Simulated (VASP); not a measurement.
Wanted: the native input for a VASP 6.6.1 run.

```yaml
Task: relaxation of cell and atoms
Functional: PBE
Potentials_or_basis: VASP PAW PBE potentials, release 64 (B, N)
Cutoff: 600 eV
k_mesh: 18 × 18 × 8
Occupations: gaussian, width 0.02 eV
Spin: no spin polarisation
Target_pressure: 3 GPa
Dipole_correction: no
Further_INCAR_settings: ALGO = Normal; EDIFF = 1e-06; IBRION = 2; EDIFFG = -0.004; NSW = 70; ISIF = 3
Target_pressure: 3 GPa
```

The structure of BN lies in POSCAR:

```
BN
1.0
    2.5378963493      0.0000000000      0.0000000000
   -1.2689481746      2.1978827106      0.0000000000
    0.0000000000      0.0000000000      4.1976079041
B N
2 2
Direct
    0.6666666667      0.3333333333      0.0002631968
    0.3333333333      0.6666666667      0.5002631968
    0.6666666667      0.3333333333      0.3747368032
    0.3333333333      0.6666666667      0.8747368032
```

Measurements of this composition are mostly on another form, of space group No. 194.

These files were run (other wordings do the same):

INCAR

```
SYSTEM = BN
PREC = Accurate
ENCUT = 600
EDIFF = 1E-6
ISMEAR = 0
SIGMA = 0.02
LREAL = .FALSE.
LASPH = .TRUE.
NELM = 100
ALGO = Normal
ISIF = 3
LWAVE = .FALSE.
LCHARG = .FALSE.
GGA = PE
IBRION = 2
NSW = 70
EDIFFG = -0.004
PSTRESS = 30.0
```

KPOINTS

```
regular mesh
0
G
  18 18 8
  0 0 0
```

Potentials or basis: VASP PAW PBE potentials, release 64 (B, N).

Command:

```bash
$ cat potpaw_PBE.64/B/POTCAR potpaw_PBE.64/N/POTCAR > POTCAR
$ mpirun -np 1 vasp_std > vasp.out
```

Results of the run:

The relaxed volume is 5.92 Å³/atom. The relaxed cell is a = 2.548 Å, b = 2.548 Å, c = 4.213 Å, α = 90.00°, β = 90.00°, γ = 120.00° and the space group after relaxing (to 0.05 Å) is P6_3mc (No. 186). The energy change on relaxing (the enthalpy is what falls) is -2.2 meV/atom and the ionic steps are 6. The pressure after relaxing is 3.0 GPa and the band gap on the k mesh is 5.19 eV, indirect (least direct gap 8.27 eV).

Caveat: the cell is relaxed towards a set pressure, so the enthalpy falls and the energy may rise.

Run time: 57 s on 1 thread of Intel(R) Xeon(R) 6975P-C (Granite Rapids), with other jobs on the host, peak memory 0.18 GiB.
